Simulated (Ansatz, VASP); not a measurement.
**Pb: VASP beside Ansatz**

```
Pb
1.0
     3.48000    0.00000    0.00000
    -1.74000    3.01377    0.00000
     0.00000    0.00000    5.59000
Pb
2
Cartesian
  1.7400 1.0046 4.1925
  0.0000 2.0092 1.3975
```

This isn't the form of Pb at room conditions, which is fcc.

Alike in both runs: functional LDA; k mesh 9 × 9 × 5; occupations fermi-dirac, width 0.05 eV; no spin polarisation.

|  | VASP | Ansatz |
| --- | --- | --- |
| version | VASP 6.6.1 | Ansatz 0.2.0 |
| potentials or method | VASP PAW LDA potentials, release 64 (Pb_d) | Ansatz PAW |
| plane-wave cutoff (eV) | 520 | 420 |
| valence electrons in the cell | 28 | 28 |
| task | single point | band structure |

```csv
,VASP,Ansatz,Ansatz less VASP
gap on the k mesh at the Fermi level (eV),none,none,-
pressure (GPa),-0.5,-0.6,-0.04
largest component of the traceless stress (GPa),2.46,2.37,-0.091
```

A gap of «none» marks a metal or a gap that the smearing closes.

Caveats: spin-orbit coupling is left out, which moves the levels of the heavy elements (Ansatz); the PAW data sets come from PBE, with cores solved anew for the run's functional, which leaves a small shift of forces and pressure (Ansatz). The runs have no spin-orbit coupling, so splittings on Pb are missing.
